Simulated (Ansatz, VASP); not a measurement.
## Ge in VASP and in Ansatz

The input INCAR:

```
PREC = Accurate
ENCUT = 520
EDIFF = 1E-8
ISMEAR = -1
SIGMA = 0.05
LREAL = False
LASPH = True
NELM = 80
ALGO = Normal
ISIF = 2
LWAVE = False
LCHARG = False
GGA = PE
LEFG = True
NBANDS = 21
```

File KPOINTS:

```
Automatic mesh
0
Gamma
  10 10 10
```

POSCAR

```
Ge
1.0
    0.0000000000      2.8475041221      2.8475041221
    2.8475041221      0.0000000000      2.8475041221
    2.8475041221      2.8475041221      0.0000000000
Ge
2
Direct
    0.5000000000      0.5000000000      0.5000000000
    0.7500000000      0.7500000000      0.7500000000
```

Input for Ansatz:

```yaml
crystal:
  lattice:
    - [0.0, 2.8475041221, 2.8475041221]
    - [2.8475041221, 0.0, 2.8475041221]
    - [2.8475041221, 2.8475041221, 0.0]
  atoms:
    - { symbol: Ge, position: [0.5, 0.5, 0.5] }
    - { symbol: Ge, position: [0.75, 0.75, 0.75] }
kpoints:
  mp_grid: { grid: [10, 10, 10] }
scf:
  occupations: { method: fermi_dirac, width: 0.05 }
hamiltonian:
  xc: pbe
  pseudopotentials: { kind: paw }
output:
  forces: true
  stress: true
  eigenvalues: true
  efg: { contact_densities: true }
```

Change from the starting cell: volume scaled by 1.02, PAW files.

Alike in both runs: task electric field gradients; functional PBE; k mesh 10 × 10 × 10; occupations fermi-dirac, width 0.05 eV; no spin polarisation.

|  | VASP | Ansatz |
| --- | --- | --- |
| version | VASP 6.6.1 | Ansatz 0.2.0 |
| potentials or method | VASP PAW PBE potentials, release 64 (Ge_d) | PAW with Ansatz's default frozen-core files, scalar-relativistic |
| plane-wave cutoff (eV) | 520 | 420 |
| valence electrons in the cell | 28 | 28 |

|  | VASP | Ansatz | Ansatz less VASP |
| --- | --- | --- | --- |
| pressure (GPa) | 2.2 | 2.2 | +0.06 |
| Vzz of the field gradient on the site that differs most (V/Å²) | 0.0 | 0.0 | -0.01 |
